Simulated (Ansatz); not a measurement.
# P in Ansatz: notebook

Runs on P. Level: PBEsol. Tasks: single point, equation of state.

Everything below comes from runs of Ansatz 0.2.0. Logs are shortened: lines on timing, memory, paths and dates and some standing lists are left out, and cuts for length are marked.

## (1) The structure

The cell holds a slab with vacuum, 4 atoms: a = 3.284 Å, b = 34.857 Å, c = 4.632 Å, α = 90.00°, β = 90.00°, γ = 90.00°.

The slab is cut from a database's or a generator's crystal, which needn't be the stable form of the element.

## (2) Single point, PBEsol, 124.60 Å³/atom (volume scaled by 0.94)

Contents of input.yaml:

```yaml
crystal:
  lattice:
    - [3.2166940593, 0.0, 0.0]
    - [0.0, 34.1454633489, 0.0]
    - [0.0, 0.0, 4.5375258363]
  atoms:
    - { symbol: P, position: [0.5, 0.97026143, 0.90784928] }
    - { symbol: P, position: [0.5, 0.02973857, 0.09215072] }
    - { symbol: P, position: [0.0, 0.02973857, 0.40784928] }
    - { symbol: P, position: [0.0, 0.97026143, 0.59215072] }
kpoints:
  mp_grid: { grid: [8, 1, 6] }
scf:
  occupations: { method: fermi_dirac, width: 0.05 }
hamiltonian:
  xc: pbesol
  pseudopotentials: { kind: all_electron, lapw: { basis_error: 0.002 } }
output:
  forces: true
  stress: true
  eigenvalues: true
```

Potentials or basis: all-electron LAPW, scalar-relativistic.

Launch:

```bash
ansatz run input.yaml --threads 2 --pin off --max-ram 6144MiB --backend cpu --events-out ev --progress --plain --runs-dir out
```

The program printed:

```text
Warning: RAYON_NUM_THREADS=2 ignored (pool sized by the plan → 2); use --threads N
LAPW: plane waves up to 7.906 Å⁻¹, error target 2.0e-3 eV per atom; small_component_spin mean_spin; P in spheres of 1.077 Å, 13 of its electrons in bands, Dirac shells [] (how accurate: hamiltonian.pseudopotentials.lapw.basis_error, Limitations)
Engine: ansatz 0.2.0, aarch64-unknown-linux-gnu
Pseudopotentials: kind: all_electron
Pseudopotential: P, LAPW, valence charge 13, lapw/all_electron/scalar/gaussian/P, Koelling and Harmon's equation, gaussian nucleus
Functional definition: PBEsol
  exchange = pbesol_x
  correlation = pbesol_c
Crystal: 4 atoms, lattice volume = 498.381 Å³
Basis set: ecut = 238.15273412601456 eV, 4039 PW (Γ), exchange–correlation at level 2
Bands: 32, of which v1, the nominal top of the filled ones, is band 26 counted from 1 (25 counted from 0)
Symmetry: 8 space group operations
Space group: Pmna (ITA 53), of the structure as read, at distance tolerance 7.9e-5 Å
k-points: 20 of 48
Non-local potential: P, projectors of the file, none
Initial density: superposition of atomic densities (neutral atoms: chi_scale 0, normalization atom)
Initial wavefunctions: plane waves of lowest kinetic energy (no species holds an atomic orbital)
Functional: x = pbesol(κ = 0.804, μ = 0.12345679012345678), c = pbesol(β = 0.046)
iter 1 solved again at ethr=1.86e-3 eV; its pass at ethr=1.00e-1 eV (dr2=9.69e-1 eV) is discarded
SCF iter   1: F=—  HF=-37173.363869 eV  |F-HF|=—  |Δ(HF+E_count)|=         —  Δρ=1.48e-2  dr2=9.67e-1  ethr=1.86e-3  ⟨swp⟩=4.0  Hψ=4432  notcnv=0
preconditioner: auto → Resta (q_TF=auto, 1.872 Å⁻¹)  ε∞=1.6  [insulator: Δε(μ)=0.977 eV  Ē_g=9.978 eV  σ=0.050 eV  W_gap=1.00  n_scr=46 (ndim 8)  ℏωp=7.4 eV  f_vac=0.813  D(μ)=0.00/eV (n_scr^D=0)  ε∞_Penn≈1.6  vacuum switching on, ρ_ref=7.2e-3 e/Å³]
SCF iter   2: F=—  HF=-37173.114975 eV  |F-HF|=—  |Δ(HF+E_count)|=   2.49e-1  Δρ=6.88e-3  dr2=1.85e-1  ethr=1.86e-3  ⟨swp⟩=3.0  Hψ=1957  notcnv=0
iter 3 solved again at ethr=6.97e-6 eV; its pass at ethr=3.56e-4 eV (dr2=3.62e-3 eV) is discarded
SCF iter   3: F=—  HF=-37173.066089 eV  |F-HF|=—  |Δ(HF+E_count)|=   4.89e-2  Δρ=6.11e-4  dr2=3.60e-3  ethr=6.97e-6  ⟨swp⟩=2.3  Hψ=3293  notcnv=0
SCF iter   4: F=—  HF=-37173.066387 eV  |F-HF|=—  |Δ(HF+E_count)|=         —  Δρ=2.23e-4  dr2=6.31e-4  ethr=6.93e-6  ⟨swp⟩=3.3  Hψ=1976  notcnv=0
the basis was enlarged: its passes take 198.3 KiB over the memory plan, 2 of 2 planned eigensolver slots
SCF iter   5: F=—  HF=-37173.066279 eV  |F-HF|=—  |Δ(HF+E_count)|=   1.08e-4  Δρ=5.64e-5  dr2=1.70e-5  ethr=1.21e-6  ⟨swp⟩=3.0  Hψ=1819  notcnv=0
SCF iter   6: F=—  HF=-37173.066292 eV  |F-HF|=—  |Δ(HF+E_count)|=   1.31e-5  Δρ=1.11e-5  dr2=6.57e-7  ethr=3.26e-8  ⟨swp⟩=3.0  Hψ=1815  notcnv=0
SCF iter   7: F=-37173.066294 eV  HF=-37173.066293 eV  |F-HF|=1.59e-7  |Δ(HF+E_count)|=   1.44e-6  Δρ=2.64e-6  dr2=3.55e-8  ethr=1.26e-9  ⟨swp⟩=3.0  Hψ=1864  notcnv=0
SCF 1 converged in 7 iterations: F = -37173.066294 eV  dr2 = 3.55e-8
SCF converged after 7 iterations
Free energy (F): -37173.066294 eV
Harris-Foulkes:  -37173.066293 eV  (|F-HF|=1.59e-7)
Internal energy: -37173.066277 eV  (E = F + TS)
E sigma→0 (E₀):  -37173.066285 eV
Entropy (-TS):   -0.000016 eV (-0.004 meV/atom)
Fermi energy:    -2.544666 eV
--- Per-component energies (eV) ---
  E_band       = -4488.708824
  E_kinetic    = 37304.929628
  E_xc         = -2462.129661
  E_electrostatic = -72015.866244  (all electrons and nuclei)
  E_smearing   = -0.000016  (= −TS)
  E_closure    = 0.000000  (closes the sum)
  E_atoms      = -37150.415739  (free atoms, spherical and without spin; not in F)
  Σ components = -37173.066294   (vs F -37173.066294, Δ=0.00e0)
  Basis errors (estimates in eV, not in F): energy 1.1e-3 per atom: plane waves 1.0e-3 (6.4e-4 summed), levels above the bands 4.9e-41, relativity 8.3e-9, radial functions 6.7e-5, core shells 8.5e-11; eigenvalues (radial functions only) 1.1e-6; not estimated: angular momenta, meshes, grids; target (lapw.basis_error) 2.0e-3; muffin-tin radii P 1.077 Å
--- Forces (eV/Å), atoms counted from 1 ---
  atom   1  P      0.00000000    -0.50878480     0.64469585
  atom   2  P      0.00000000     0.50878480    -0.64469585
  atom   3  P      0.00000000     0.50878480     0.64469585
  atom   4  P      0.00000000    -0.50878480    -0.64469585
  max |Σ_I F_I| component: 0.00e0 eV/Å
--- Stress (GPa, compression-positive) ---
        0.929103       0.000000       0.000000
        0.000000       0.666437       0.000000
        0.000000       0.000000       0.777098
  P = ⅓ Tr σ = 0.7909 GPa (7.909 kbar)
--- Band table (eV; the first three rows and the last of 20) ---
  k-point 0: bands = ["-171.3159", "-171.3144", "-171.3119", "-171.3105", "-122.0925", "-122.0894", "-122.0886", "-122.0859", "-122.0850", "-122.0779", "-122.0757", "-122.0749", "-122.0001", "-121.9974", "-121.9952", "-121.9929", "-18.6862", "-16.0139", "-12.4599", "-9.1368", "-7.9750", "-7.5031", "-6.6333", "-4.9282", "-4.8053", "-3.0084", "-2.1516", "-1.5446", "-0.2539", "0.4450", "1.3179", "1.6106"]
  k-point 1: bands = ["-171.3159", "-171.3146", "-171.3118", "-171.3105", "-122.0923", "-122.0894", "-122.0887", "-122.0874", "-122.0835", "-122.0782", "-122.0757", "-122.0750", "-121.9999", "-121.9977", "-121.9949", "-121.9930", "-18.5444", "-16.2246", "-12.4982", "-9.7048", "-7.3669", "-7.3363", "-6.5262", "-5.0373", "-4.2139", "-3.8857", "-1.5105", "-1.2969", "-0.4958", "0.3801", "1.7108", "1.8070"]
  k-point 2: bands = ["-171.3156", "-171.3149", "-171.3114", "-171.3107", "-122.0916", "-122.0893", "-122.0891", "-122.0889", "-122.0817", "-122.0789", "-122.0755", "-122.0751", "-121.9996", "-121.9983", "-121.9943", "-121.9933", "-18.1340", "-16.7970", "-12.3140", "-10.7602", "-6.8553", "-6.2247", "-5.9696", "-5.3523", "-5.0571", "-3.6003", "-1.1406", "-0.8659", "-0.2772", "0.4237", "1.5135", "1.6640"]
  k-point 19: bands = ["-171.3139", "-171.3139", "-171.3124", "-171.3124", "-122.0920", "-122.0920", "-122.0882", "-122.0882", "-122.0788", "-122.0788", "-122.0764", "-122.0764", "-121.9975", "-121.9975", "-121.9950", "-121.9950", "-15.2415", "-15.2415", "-13.2875", "-13.2875", "-8.3621", "-8.3621", "-7.7648", "-7.7648", "-4.1052", "-4.1052", "-0.6992", "-0.6992", "0.8469", "0.8469", "2.1570", "2.1570"]
```

It took 31 s on 2 threads of Arm Neoverse V1, shared host; peak memory 0.85 GiB.

Results:

| Quantity | Value |
| --- | --- |
| Free energy | -37173.0663 eV |
| Largest force | 0.821 eV/Å |
| Band gap on the k mesh | 0.83 eV, indirect (least direct gap 0.86 eV) |

## (3) Single point, PBEsol, 127.25 Å³/atom (volume scaled by 0.96)

input.yaml: that of step 2 with these lines changed.

```diff
@@ -2,5 +2,5 @@
   lattice:
-    - [3.2166940593, 0.0, 0.0]
-    - [0.0, 34.1454633489, 0.0]
-    - [0.0, 0.0, 4.5375258363]
+    - [3.2393475808, 0.0, 0.0]
+    - [0.0, 34.3859322811, 0.0]
+    - [0.0, 0.0, 4.5694812964]
   atoms:
```

Potentials or basis: all-electron LAPW, scalar-relativistic.

Launch:

```bash
ansatz run input.yaml --threads 2 --pin off --max-ram 6144MiB --backend cpu --events-out ev --progress --plain --runs-dir out
```

It took 31 s on 2 threads of Arm Neoverse V1, shared host; peak memory 0.84 GiB.

The run converged. Its results:

- Free energy: -37173.1083 eV
- Largest force: 0.614 eV/Å
- Band gap on the k mesh: 0.86 eV, indirect (least direct gap 0.87 eV)

## (4) Single point, PBEsol, 129.90 Å³/atom (volume scaled by 0.98)

input.yaml: that of step 3 with these lines changed.

```diff
@@ -2,5 +2,5 @@
   lattice:
-    - [3.2393475808, 0.0, 0.0]
-    - [0.0, 34.3859322811, 0.0]
-    - [0.0, 0.0, 4.5694812964]
+    - [3.2616886149, 0.0, 0.0]
+    - [0.0, 34.6230841357, 0.0]
+    - [0.0, 0.0, 4.6009959564]
   atoms:
```

Launch:

```bash
ansatz run input.yaml --threads 2 --pin off --max-ram 6144MiB --backend cpu --events-out ev --progress --plain --runs-dir out
```

Wall time 30 s (2 threads of Arm Neoverse V1, shared host); peak memory 0.84 GiB.

Results (log left out):

```yaml
Free_energy: -37173.1315 eV
Largest_force: 0.428 eV/Å
Band_gap_on_the_k_mesh: 0.88 eV, direct
```

## (5) Single point, PBEsol, 132.55 Å³/atom

input.yaml: that of step 4 with these lines changed.

```diff
@@ -2,5 +2,5 @@
   lattice:
-    - [3.2616886149, 0.0, 0.0]
-    - [0.0, 34.6230841357, 0.0]
-    - [0.0, 0.0, 4.6009959564]
+    - [3.28372772, 0.0, 0.0]
+    - [0.0, 34.85703099, 0.0]
+    - [0.0, 0.0, 4.63208471]
   atoms:
```

Launch:

```bash
ansatz run input.yaml --threads 2 --pin off --max-ram 6144MiB --backend cpu --events-out ev --progress --plain --runs-dir out
```

It took 29 s on 2 threads of Arm Neoverse V1, shared host; peak memory 0.83 GiB.

It converged, with:

```yaml
Free_energy: -37173.1377 eV
Largest_force: 0.269 eV/Å
Band_gap_on_the_k_mesh: 0.89 eV, direct
```

## (6) Single point, PBEsol, 135.20 Å³/atom (volume scaled by 1.02)

input.yaml: that of step 5 with these lines changed.

```diff
@@ -2,5 +2,5 @@
   lattice:
-    - [3.28372772, 0.0, 0.0]
-    - [0.0, 34.85703099, 0.0]
-    - [0.0, 0.0, 4.63208471]
+    - [3.305474895, 0.0, 0.0]
+    - [0.0, 35.0878789824, 0.0]
+    - [0.0, 0.0, 4.6627616617]
   atoms:
```

Potentials or basis: all-electron LAPW, scalar-relativistic.

Launch:

```bash
ansatz run input.yaml --threads 2 --pin off --max-ram 6144MiB --backend cpu --events-out ev --progress --plain --runs-dir out
```

Wall time 28 s (2 threads of Arm Neoverse V1, shared host); peak memory 0.83 GiB.

It converged, with:

```yaml
Free_energy: -37173.1288 eV
Largest_force: 0.170 eV/Å
Band_gap_on_the_k_mesh: 0.90 eV, direct
```

## (7) Single point, PBEsol, 137.85 Å³/atom (volume scaled by 1.04)

input.yaml: that of step 6 with these lines changed.

```diff
@@ -2,5 +2,5 @@
   lattice:
-    - [3.305474895, 0.0, 0.0]
-    - [0.0, 35.0878789824, 0.0]
-    - [0.0, 0.0, 4.6627616617]
+    - [3.3269396191, 0.0, 0.0]
+    - [0.0, 35.3157287368, 0.0]
+    - [0.0, 0.0, 4.6930401832]
   atoms:
```

Launch:

```bash
ansatz run input.yaml --threads 2 --pin off --max-ram 6144MiB --backend cpu --events-out ev --progress --plain --runs-dir out
```

Wall time 28 s (2 threads of Arm Neoverse V1, shared host); peak memory 0.82 GiB.

It converged, with:

- Free energy: -37173.1063 eV
- Largest force: 0.199 eV/Å
- Band gap on the k mesh: 0.91 eV, direct

## (8) Single point, PBEsol, 140.50 Å³/atom (volume scaled by 1.06)

input.yaml: that of step 7 with these lines changed.

```diff
@@ -2,5 +2,5 @@
   lattice:
-    - [3.3269396191, 0.0, 0.0]
-    - [0.0, 35.3157287368, 0.0]
-    - [0.0, 0.0, 4.6930401832]
+    - [3.3481308887, 0.0, 0.0]
+    - [0.0, 35.540675749, 0.0]
+    - [0.0, 0.0, 4.7229329649]
   atoms:
```

Launch:

```bash
ansatz run input.yaml --threads 2 --pin off --max-ram 6144MiB --backend cpu --events-out ev --progress --plain --runs-dir out
```

It took 28 s on 2 threads of Arm Neoverse V1, shared host; peak memory 0.81 GiB.

Results (log left out):

```
Free energy            : -37173.0716 eV
Largest force          : 0.307 eV/Å
Band gap on the k mesh : 0.92 eV, direct
```

## (9) Equation of state, PBEsol

Potentials or basis: all-electron LAPW, scalar-relativistic.

This step only gathers the single runs of the series.

What came out:

```yaml
Equilibrium_volume: 132.27 Å³/atom
Bulk_modulus_at_fixed_shape_and_positions: 11.5 GPa
Pressure_derivative_of_the_bulk_modulus: 4.4
```

Energy against volume, from the lowest point:
```
volume (Å³/atom)  energy (meV/atom)
         124.595              17.86
         127.246               7.36
         129.897               1.57
         132.548               0.00
         135.199               2.22
         137.850               7.85
         140.501              16.53
```

Caveat: the cell was scaled at fixed shape and fractional positions, which overstates the stiffness of a crystal with free parameters, most of all of layers and chains.
